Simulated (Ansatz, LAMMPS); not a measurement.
# Amorphous Al2O3 (155 atoms) under strain

Aim: relax amorphous Al2O3 (155 atoms), then change its volume and shape to read moduli from the stress.

Program: Ansatz 0.2.0. Level of theory: Kohn-Sham DFT, revPBE, PAW (set soft_2), plane waves. Results are calculated unless marked as measured.

## Step 1: The structure

The cell holds 155 atoms: 62 Al and 93 O. Cell: a = 12.051 Å, b = 12.051 Å, c = 12.051 Å, α = 90.0°, β = 90.0°, γ = 90.0°. 155 atoms (62 Al, 93 O) placed at random at 3 g/cm³, melted at 5000 K for 10 ps at fixed volume with the Morse and Coulomb pair potential with partial charges (Pedone, Malavasi, Menziani, Cormack and Segre, J. Phys. Chem. B 110, 11780 (2006)). Quenched from 5000 K to 300 K at 20 K/ps and fixed volume, held 5 ps, then minimised at fixed cell.

What the set-up can't give: The quench rate of 20 K/ps is many orders above laboratory rates, so the cell is likely richer in defects and strain than a real sample. The network of bonds at the start is that of the classical potential that made the cell, and needn't be the one that DFT or experiment would give. Only the Γ point is sampled.

## Step 2: Single point at the start

The forces at the start show how far the geometry lies from a minimum of this functional.

Contents of input.yaml:

```yaml
crystal:
  lattice:
    - [12.051, 0.0, 0.0]
    - [0.0, 12.051, 0.0]
    - [0.0, 0.0, 12.051]
  atoms:
    - { symbol: Al, position: [0.59962, 0.05038, 0.40049] }
    - { symbol: Al, position: [0.37588, 0.01272, 0.24359] }
    - { symbol: Al, position: [0.98226, 0.89089, 0.69594] }
    - { symbol: Al, position: [0.04778, 0.67049, 0.5627] }
    - { symbol: Al, position: [0.34214, 0.23974, 0.16924] }
    - { symbol: Al, position: [0.28967, 0.58222, 0.3005] }
    - { symbol: Al, position: [0.24516, 0.89934, 0.69224] }
    - { symbol: Al, position: [0.10485, 0.60683, 0.09423] }
    - { symbol: Al, position: [0.56158, 0.29816, 0.16962] }
    - { symbol: Al, position: [0.78771, 0.87732, 0.36572] }
    - { symbol: Al, position: [0.46069, 0.67672, 0.96519] }
    - { symbol: Al, position: [0.01071, 0.93326, 0.3355] }
    - { symbol: Al, position: [0.8361, 0.11708, 0.75277] }
    - { symbol: Al, position: [0.22501, 0.82409, 0.31036] }
    - { symbol: Al, position: [0.81355, 0.47612, 0.84936] }
    - { symbol: Al, position: [0.2227, 0.64735, 0.70678] }
    - { symbol: Al, position: [0.99079, 0.68348, 0.32403] }
    - { symbol: Al, position: [0.21172, 0.12105, 0.38195] }
    - { symbol: Al, position: [0.29487, 0.44375, 0.49728] }
    - { symbol: Al, position: [0.86385, 0.52784, 0.1912] }
    - { symbol: Al, position: [0.9273, 0.05221, 0.10883] }
    - { symbol: Al, position: [0.63267, 0.1667, 0.58871] }
    - { symbol: Al, position: [0.69202, 0.97938, 0.95106] }
    - { symbol: Al, position: [0.48802, 0.59985, 0.71927] }
    - { symbol: Al, position: [0.10411, 0.11679, 0.73554] }
    - { symbol: Al, position: [0.74277, 0.35313, 0.62413] }
    - { symbol: Al, position: [0.57998, 0.83146, 0.53357] }
    - { symbol: Al, position: [0.07786, 0.52786, 0.88014] }
    - { symbol: Al, position: [0.89058, 0.7097, 0.87398] }
    - { symbol: Al, position: [0.40801, 0.48522, 0.11539] }
    - { symbol: Al, position: [0.08469, 0.44568, 0.66738] }
    - { symbol: Al, position: [0.47369, 0.07808, 0.03155] }
    [... 117 atom lines left out ...]
    - { symbol: O, position: [0.22736, 0.84662, 0.17243] }
    - { symbol: O, position: [0.19135, 0.13484, 0.84897] }
    - { symbol: O, position: [0.28347, 0.34555, 0.9066] }
    - { symbol: O, position: [0.14722, 0.25132, 0.41588] }
    - { symbol: O, position: [0.98285, 0.8208, 0.82894] }
    - { symbol: O, position: [0.29948, 0.85983, 0.56072] }
kpoints:
  mp_grid: { grid: [1, 1, 1] }
hamiltonian:
  xc: revpbe
scf:
  occupations: { method: gaussian, width: 0.05 }
output:
  forces: true
```

On the command line:

```bash
$ ansatz run input.yaml --threads 4 --pin off --max-ram 8192MiB --backend cpu --events-out ev --progress --plain --runs-dir out
```

Numbers of over 12 decimals in the logs are rounded to 6 here.

What it wrote:

```text
[...]
Pseudopotentials: kind: paw
Pseudopotential: Al, paw, valence charge 3, recommended cutoff 420 eV (normal), Al.paw.azcp
Pseudopotential: O, paw, valence charge 6, recommended cutoff 420 eV (normal), O.paw.azcp
[... 5 lines on functional and potentials left out ...]
Crystal: 155 atoms, lattice volume = 1750.126 Å³
Basis set: ecut = 420 eV, 34265 PW (Γ), exchange–correlation on 162×162×162 points (8 copies of the dense FFT grid, shifted against one another)
Bands: 527, of which v1, the nominal top of the filled ones, is band 372 counted from 1 (371 counted from 0)
Symmetry: 1 space group operations
Space group: P1 (ITA 1), of the structure as read, at distance tolerance 1.2e-4 Å
k-points: 1
[... 7 lines on functional and potentials left out ...]
Initial density: superposition of atomic densities (neutral atoms: chi_scale 0, normalization atom), corrected by the library's trained network
Initial wavefunctions: pseudopotential atomic-orbital guess
[...]
SCF iter   1: F=—  HF=-86551.119247 eV  |F-HF|=—  |Δ(HF+E_count)|=         —  Δρ=3.97e-3  dr2=3.60e-1  ethr=1.77e-3  ⟨swp⟩=6.0  Hψ=2374  notcnv=0  defer=65
preconditioner: auto → Resta (q_TF=auto, 2.366 Å⁻¹)  ε∞=3.3  [insulator: Δε(μ)=3.602 eV  Ē_g=15.811 eV  σ=0.050 eV  W_gap=1.00  n_scr=388 (ndim 8)  ℏωp=24.2 eV  f_vac=0.040  D(μ)=0.00/eV (n_scr^D=0)  ε∞_Penn≈3.3]
SCF iter   2: F=—  HF=-86551.063079 eV  |F-HF|=—  |Δ(HF+E_count)|=   5.62e-2  Δρ=1.99e-3  dr2=5.38e-2  ethr=4.84e-5  ⟨swp⟩=2.0  Hψ=894  notcnv=0  defer=148
SCF iter   3: F=—  HF=-86551.066594 eV  |F-HF|=—  |Δ(HF+E_count)|=   3.52e-3  Δρ=7.99e-4  dr2=1.67e-2  ethr=7.23e-6  ⟨swp⟩=2.0  Hψ=663  notcnv=0  defer=52
automatic band count: iteration 3 solves 431 bands in place of 527: the levels show a gap, and the empty bands left out lie too high to hold charge; the band table lists the bands solved (type scf.n_extra_bands for more)
SCF iter   4: F=—  HF=-86551.068907 eV  |F-HF|=—  |Δ(HF+E_count)|=   2.31e-3  Δρ=2.37e-4  dr2=9.86e-4  ethr=2.25e-6  ⟨swp⟩=2.0  Hψ=669  notcnv=0  defer=52
SCF iter   5: F=—  HF=-86551.069561 eV  |F-HF|=—  |Δ(HF+E_count)|=   6.54e-4  Δρ=1.60e-4  dr2=3.74e-4  ethr=1.33e-7  ⟨swp⟩=2.0  Hψ=743  notcnv=0  defer=52
SCF iter   6: F=—  HF=-86551.069684 eV  |F-HF|=—  |Δ(HF+E_count)|=   1.23e-4  Δρ=2.68e-5  dr2=1.70e-5  ethr=5.02e-8  ⟨swp⟩=2.0  Hψ=683  notcnv=0  defer=52
SCF iter   7: F=—  HF=-86551.075424 eV  |F-HF|=—  |Δ(HF+E_count)|=   5.74e-3  Δρ=2.14e-5  dr2=5.93e-6  ethr=2.29e-9  ⟨swp⟩=2.0  Hψ=803  notcnv=0  defer=52
SCF iter   8: F=—  HF=-86551.075426 eV  |F-HF|=—  |Δ(HF+E_count)|=   1.75e-6  Δρ=8.34e-6  dr2=9.59e-7  ethr=7.97e-10  ⟨swp⟩=2.0  Hψ=726  notcnv=0  defer=52
SCF iter   9: F=-86551.075426 eV  HF=-86551.075426 eV  |F-HF|=4.81e-8  |Δ(HF+E_count)|=   6.55e-7  Δρ=2.04e-6  dr2=7.27e-8  ethr=1.34e-11  ⟨swp⟩=3.0  Hψ=1635  notcnv=0
SCF 1 converged in 9 iterations: F = -86551.075426 eV  dr2 = 7.27e-8
[...]
SCF converged after 9 iterations
Free energy (F): -86551.075426 eV
Harris-Foulkes:  -86551.075426 eV  (|F-HF|=4.81e-8)
Internal energy: -86551.075426 eV  (E = F + TS)
E sigma→0 (E₀):  -86551.075426 eV
Fermi energy:    6.994051 eV
--- Per-component energies (eV) ---
[...]
Σ components = -86551.075426   (vs F -86551.075426, Δ=0.00e0)
--- Forces (eV/Å), atoms counted from 1 ---
  atom   1  Al     0.27144825    -0.19077492    -0.20277127
  atom   2  Al    -0.31899503    -0.19458809    -0.09233653
  atom   3  Al     0.30923814    -0.04762089     0.25121753
  atom   4  Al     0.31534211    -0.26421806     0.62151480
[...]
atom 155  O     -0.35030470    -0.90058773    -0.37440357
  max |Σ_I F_I| component: 3.28e-4 eV/Å
```

Wall time 8.5 s (4 threads of AMD EPYC 9R45, shared host); peak memory 2.6 GiB; 32 s of CPU time.

The r.m.s. force at the start is 0.41 eV/Å.

## Step 3: Cell and atoms relaxed

Cell and atoms are freed together, to release stress as well as forces.

Contents of input.yaml:

```yaml
crystal:
  lattice:
    - [12.051, 0.0, 0.0]
    - [0.0, 12.051, 0.0]
    - [0.0, 0.0, 12.051]
  atoms:
    [... the 155 atom lines of step 2 ...]
kpoints:
  mp_grid: { grid: [1, 1, 1] }
hamiltonian:
  xc: revpbe
scf:
  occupations: { method: gaussian, width: 0.05 }
output:
  forces: true
relax:
  f_tol: 0.05
  max_steps: 150
  cell: {}
```

What it wrote:

```text
[...]
Crystal: 155 atoms, lattice volume = 1750.126 Å³
Basis set: ecut = 420 eV, 34265 PW (Γ), exchange–correlation on 162×162×162 points (8 copies of the dense FFT grid, shifted against one another)
Bands: 527, of which v1, the nominal top of the filled ones, is band 372 counted from 1 (371 counted from 0)
Symmetry: 1 space group operations
[...]
k-points: 1
[...]
SCF iter   1: F=—  HF=-86551.119247 eV  |F-HF|=—  |Δ(HF+E_count)|=         —  Δρ=3.97e-3  dr2=3.60e-1  ethr=1.77e-3  ⟨swp⟩=6.0  Hψ=2374  notcnv=0  defer=65
[...]
SCF iter   8: F=—  HF=-86551.075426 eV  |F-HF|=—  |Δ(HF+E_count)|=   1.76e-6  Δρ=8.35e-6  dr2=9.61e-7  ethr=8.03e-10  ⟨swp⟩=2.0  Hψ=726  notcnv=0  defer=148
SCF iter   9: F=-86551.075426 eV  HF=-86551.075426 eV  |F-HF|=4.49e-8  |Δ(HF+E_count)|=   6.63e-7  Δρ=2.08e-6  dr2=7.46e-8  ethr=1.34e-11  ⟨swp⟩=2.0  Hψ=1592  notcnv=0
SCF 1 converged in 9 iterations: F = -86551.075426 eV  dr2 = 7.46e-8
[...]
relax step   1: F+E_penalty+E_count = -86551.07542645 eV  Δ(F+E_penalty+E_count) = +0.000e0 eV  max|allowed force component| = 1.570e0 eV/Å  Δτ_max = 0.0000 Å  P = +8.132 GPa  Ω = 1750.126 Å³  (9 SCF iters, dr2 threshold 1.00e-7 eV, accepted)
[... from here on, the SCF cycles and remarks between the steps are left out ...]
relax step   2: F+E_penalty+E_count = -86553.24540514 eV  Δ(F+E_penalty+E_count) = -2.170e0 eV  max|allowed force component| = 9.625e-1 eV/Å  Δτ_max = 0.0492 Å  P = +4.248 GPa  Ω = 1784.520 Å³  energy of the carried Pulay correction = -1.209e-1 eV  (7 SCF iters, dr2 threshold 1.55e-5 eV, accepted)
relax step   3: F+E_penalty+E_count = -86554.57720825 eV  Δ(F+E_penalty+E_count) = -1.332e0 eV  max|allowed force component| = 1.896e-1 eV/Å  Δτ_max = 0.2000 Å  P = -0.093 GPa  Ω = 1816.126 Å³  energy of the carried Pulay correction = -2.299e-1 eV  (8 SCF iters, dr2 threshold 1.55e-5 eV, accepted)
relax step   4: F+E_penalty+E_count = -86554.73084959 eV  Δ(F+E_penalty+E_count) = -1.536e-1 eV  max|allowed force component| = 2.054e-1 eV/Å  Δτ_max = 0.2000 Å  P = +0.010 GPa  Ω = 1811.023 Å³  energy of the carried Pulay correction = -2.125e-1 eV  (8 SCF iters, dr2 threshold 2.25e-6 eV, accepted)
relax step   5: F+E_penalty+E_count = -86554.91630514 eV  Δ(F+E_penalty+E_count) = -1.855e-1 eV  max|allowed force component| = 3.488e-1 eV/Å  Δτ_max = 0.2000 Å  P = +0.028 GPa  Ω = 1808.210 Å³  energy of the carried Pulay correction = -2.028e-1 eV  (8 SCF iters, dr2 threshold 2.64e-6 eV, accepted)
relax step   6: F+E_penalty+E_count = -86555.06276221 eV  Δ(F+E_penalty+E_count) = -1.465e-1 eV  max|allowed force component| = 2.069e-1 eV/Å  Δτ_max = 0.2000 Å  P = +0.035 GPa  Ω = 1806.484 Å³  energy of the carried Pulay correction = -1.969e-1 eV  (7 SCF iters, dr2 threshold 7.60e-6 eV, accepted)
relax step   7: F+E_penalty+E_count = -86555.17044958 eV  Δ(F+E_penalty+E_count) = -1.077e-1 eV  max|allowed force component| = 1.304e-1 eV/Å  Δτ_max = 0.2000 Å  P = -0.043 GPa  Ω = 1805.877 Å³  energy of the carried Pulay correction = -1.948e-1 eV  (8 SCF iters, dr2 threshold 2.68e-6 eV, accepted)
relax step   8: F+E_penalty+E_count = -86555.23614672 eV  Δ(F+E_penalty+E_count) = -6.570e-2 eV  max|allowed force component| = 9.474e-2 eV/Å  Δτ_max = 0.2000 Å  P = +0.005 GPa  Ω = 1804.212 Å³  energy of the carried Pulay correction = -1.891e-1 eV  (8 SCF iters, dr2 threshold 1.06e-6 eV, accepted)
relax step   9: F+E_penalty+E_count = -86555.27097558 eV  Δ(F+E_penalty+E_count) = -3.483e-2 eV  max|allowed force component| = 4.005e-2 eV/Å  Δτ_max = 0.1621 Å  P = -0.004 GPa  Ω = 1803.650 Å³  energy of the carried Pulay correction = -1.871e-1 eV  (8 SCF iters, dr2 threshold 5.61e-7 eV, accepted)
relax step  10: F+E_penalty+E_count = -86555.51302815 eV  Δ(F+E_penalty+E_count) = -2.421e-1 eV  max|allowed force component| = 3.994e-2 eV/Å  Δτ_max = 0.0000 Å  P = +0.256 GPa  Ω = 1803.650 Å³  stress off target by 3.95e-1 GPa  SCF on the basis re-selected at this cell (its energy is not comparable with the rows above)  (7 SCF iters)
relax step  11: F+E_penalty+E_count = -86555.50065710 eV  Δ(F+E_penalty+E_count) = +1.237e-2 eV  max|allowed force component| = 1.883e-2 eV/Å  Δτ_max = 0.0169 Å  P = -0.078 GPa  Ω = 1808.470 Å³  energy of the carried Pulay correction = -1.737e-2 eV  (7 SCF iters, dr2 threshold 3.91e-7 eV, accepted)
relax step  12: F+E_penalty+E_count = -86555.50605714 eV  Δ(F+E_penalty+E_count) = -5.400e-3 eV  max|allowed force component| = 7.163e-3 eV/Å  Δτ_max = 0.0075 Å  P = +0.007 GPa  Ω = 1807.275 Å³  energy of the carried Pulay correction = -1.303e-2 eV  (7 SCF iters, dr2 threshold 6.63e-8 eV, accepted)
relax step  13: F+E_penalty+E_count = -86555.51693549 eV  Δ(F+E_penalty+E_count) = -1.088e-2 eV  max|allowed force component| = 7.131e-3 eV/Å  Δτ_max = 0.0000 Å  P = +0.012 GPa  Ω = 1807.275 Å³  stress off target by 3.12e-2 GPa  SCF on the basis re-selected at this cell (its energy is not comparable with the rows above)  (5 SCF iters)
[...]
SCF converged after 5 iterations
Free energy (F): -86555.516935 eV
[...]
Internal energy: -86555.516935 eV  (E = F + TS)
E sigma→0 (E₀):  -86555.516935 eV
Fermi energy:    6.484808 eV
[...]
Σ components = -86555.516935   (vs F -86555.516935, Δ=0.00e0)
--- Forces (eV/Å), atoms counted from 1 ---
  atom   1  Al     0.00075088     0.00115657     0.00152529
  atom   2  Al     0.00053898     0.00132322     0.00272594
  atom   3  Al     0.00039327     0.00330595    -0.00531009
  atom   4  Al     0.00023950    -0.00058232    -0.00005566
[...]
atom 155  O      0.00025281    -0.00003764     0.00221970
  max |Σ_I F_I| component: 5.27e-5 eV/Å
--- Stress (GPa, compression-positive) ---
        0.021550       0.006446      -0.007745
        0.006457       0.000499      -0.011147
       -0.007749      -0.011147       0.015019
  P = ⅓ Tr σ = 0.0124 GPa (0.124 kbar)
--- Relaxed structure (11 steps of the walk, 11 accepted, 2 SCFs on fresh bases) ---
  F+E_penalty+E_count = -86555.51693549 eV   max|allowed force component| = 7.131e-3 eV/Å   (the final SCF, on the basis selected at the relaxed cell)
  cell:  # Å, volume = 1807.2752 Å³
    - [12.277321, 0.083711, -0.054573]
    - [0.083711, 12.082295, -0.105659]
    - [-0.054573, -0.105659, 12.185212]
  atoms:
    - { symbol: Al, position: [0.594633, 0.045425, 0.401537] }
    - { symbol: Al, position: [0.369821, -0.00558936, 0.244548] }
    - { symbol: Al, position: [0.985036, 0.890323, 0.697173] }
    - { symbol: Al, position: [0.050793, 0.666282, 0.566006] }
[...]
- { symbol: O, position: [0.287108, 0.854843, 0.559651] }
```

It took 1.7 min on 4 threads; peak memory 2.8 GiB; 6.6 min of CPU time.

The relaxation converged after 11 steps, with a largest force component of 0.0071 eV/Å.

## Step 4: Single point at the relaxed geometry

The electronic structure is read at the final geometry, in a run of its own.

Contents of input.yaml:

```yaml
crystal:
  lattice:
    - [12.27732, 0.08371, -0.05457]
    - [0.08371, 12.0823, -0.10566]
    - [-0.05457, -0.10566, 12.18521]
  atoms:
    - { symbol: Al, position: [0.59463, 0.04543, 0.40154] }
    - { symbol: Al, position: [0.36982, 0.99441, 0.24455] }
    - { symbol: Al, position: [0.98504, 0.89032, 0.69717] }
    - { symbol: Al, position: [0.05079, 0.66628, 0.56601] }
    - { symbol: Al, position: [0.35177, 0.23589, 0.17186] }
    - { symbol: Al, position: [0.28283, 0.59802, 0.30267] }
    [... 143 atom lines left out ...]
    - { symbol: O, position: [0.2615, 0.88408, 0.20153] }
    - { symbol: O, position: [0.19535, 0.12429, 0.84961] }
    - { symbol: O, position: [0.28012, 0.34431, 0.91166] }
    - { symbol: O, position: [0.14797, 0.24201, 0.41221] }
    - { symbol: O, position: [0.98369, 0.82378, 0.8331] }
    - { symbol: O, position: [0.28711, 0.85484, 0.55965] }
kpoints:
  mp_grid: { grid: [1, 1, 1] }
hamiltonian:
  xc: revpbe
scf:
  occupations: { method: gaussian, width: 0.05 }
output:
  forces: true
  stress: true
  populations: true
  dos:
    method: { smearing: { sigma: 0.08 } }
    de: 0.1
    projected: { site_lists: { Al: [Al], O: [O] } }
  eigenvalues: true
  write_density: true
  write_potential: true
  volumetric_format: npy
```

What it wrote:

```text
[...]
Crystal: 155 atoms, lattice volume = 1807.275 Å³
Basis set: ecut = 420 eV, 35321 PW (Γ), exchange–correlation on 180×162×180 points (8 copies of the dense FFT grid, shifted against one another)
Bands: 527, of which v1, the nominal top of the filled ones, is band 372 counted from 1 (371 counted from 0)
Symmetry: 1 space group operations
[...]
k-points: 1
[...]
SCF iter   1: F=—  HF=-86555.574804 eV  |F-HF|=—  |Δ(HF+E_count)|=         —  Δρ=4.10e-3  dr2=4.22e-1  ethr=1.77e-3  ⟨swp⟩=6.0  Hψ=2370  notcnv=0  defer=62
[...]
SCF iter   9: F=-86555.516931 eV  HF=-86555.516931 eV  |F-HF|=6.53e-8  |Δ(HF+E_count)|=   9.62e-7  Δρ=2.16e-6  dr2=8.38e-8  ethr=1.34e-11  ⟨swp⟩=16.0  Hψ=4503  notcnv=0
SCF 1 converged in 9 iterations: F = -86555.516931 eV  dr2 = 8.38e-8
[...]
SCF converged after 9 iterations
Free energy (F): -86555.516931 eV
[...]
Internal energy: -86555.516931 eV  (E = F + TS)
E sigma→0 (E₀):  -86555.516931 eV
Fermi energy:    6.484783 eV
[...]
--- Forces (eV/Å), atoms counted from 1 ---
  atom   1  Al     0.00143090     0.00012820     0.00048040
  atom   2  Al     0.00208746     0.00157186     0.00154385
  atom   3  Al    -0.00050192     0.00358672    -0.00439482
  atom   4  Al     0.00045470    -0.00018575    -0.00148069
  atom   5  Al     0.00176936     0.00102093     0.00079302
  atom   6  Al     0.00001400     0.00195214     0.00032683
  atom   7  Al     0.00315886     0.00363061    -0.00351005
  atom   8  Al     0.00101421     0.00005372     0.00190562
  atom   9  Al    -0.00197441    -0.00204712     0.00251907
  atom  10  Al    -0.00022471     0.00071734     0.00183930
  atom  11  Al    -0.00322858     0.00178867    -0.00139775
  atom  12  Al     0.00020444    -0.00392015     0.00807352
  atom  13  Al    -0.00223931     0.00264262    -0.00097877
  atom  14  Al     0.00061101    -0.00431148     0.00247174
[...]
atom 154  O     -0.00225314    -0.00126726     0.00228611
  atom 155  O     -0.00020923     0.00032100     0.00290487
  max |Σ_I F_I| component: 1.17e-4 eV/Å
--- Stress (GPa, compression-positive) ---
        0.021397       0.006512      -0.007822
        0.006523       0.000809      -0.011160
       -0.007826      -0.011160       0.014253
  P = ⅓ Tr σ = 0.0122 GPa (0.122 kbar)
--- Band table (eV) ---
[...]
--- Löwdin populations: 155 sites ---
  site symbol       q [e]
     0     Al      1.6510
     1     Al      1.6546
     2     Al      1.6228
[...]
154      O      6.8421
  spilling = 0.008355 (of n_electrons = 744.000000)
```

It took 15 s on 4 threads; peak memory 2.8 GiB.

Read from the output:

* free energy: -86555.5169 eV
* free energy per atom: -558.4227 eV/atom
* SCF cycles: 9
* pressure: 0.01215 GPa
* r.m.s. force component: 0.00196 eV/Å
* longest force: 0.00898 eV/Å
* Fermi energy: 6.485 eV
* gap (highest filled to lowest empty level): 3.338 eV
* spilling of the projection: 0.008355

(Part 1 of 3 ends here.)

[Logs are printed without paths, hosts, clocks, repeated set-up lines and the standing remarks that a program may print on its own settings, such as how far it seeks lower states.]

[Hosts, paths, dates, database ids (printed as entryN), source tags and the programs' standing remarks are cut or masked in the printed files.]
